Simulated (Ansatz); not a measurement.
**Electric field gradients in WS₂**

The cell is a structure deposited in the COD, ions relaxed with PBE at fixed cell.

```
W S
1.0
     1.57900    0.91164    6.16333
    -1.57900    0.91164    6.16333
     0.00000   -1.82327    6.16333
W S
1 2
Direct
  0.00066 0.00066 0.00066
  0.24886 0.24886 0.24886
  0.41917 0.41917 0.41917
```

Sites (sets of like atoms) are named by element and the number of their first atom in this list.

Level of theory: DFT, PBE, plane waves and PAW, scalar-relativistic, collinear spin, 420 eV cutoff, Γ-centred 16×16×16 k-points, Fermi–Dirac smearing 0.02 eV (Ansatz 0.2.0). Start moments as typed (μB): 2 on each W, none on the rest.

V_zz is the principal component of the electric field gradient with the largest magnitude, η = (V_xx − V_yy)/V_zz and C_Q = eQV_zz/h.

³³S: I = 3/2, Q = -69.40 mb. Quadrupole moments are those of Pyykkö's year-2017 table.

Question: What field gradients does the calculation give at each kind of site?

Answer: 

```csv
site,atoms (order as listed),first shell,V_zz (10²¹ V/m²),η,C_Q (MHz)
W,1,6 S at 2.41 Å,-16.80,0.00,–
S2,2,3 W at 2.41 Å; also 7 S at 3.15–3.16 Å,-4.43,0.00,7.43
S3,3,3 W at 2.41 Å; also 7 S at 3.15–3.16 Å,-4.25,0.00,7.13
```

An axis of threefold or higher order runs through W, S2 and S3, so V_zz lies along it and η is zero.

W has no stable isotope with a ground-state quadrupole moment in the table, so no C_Q is given.

Without spin–orbit coupling the gradients at and beside W can be off by some per cent, at some sites by more. The start moments die out, and the run ends without spin.
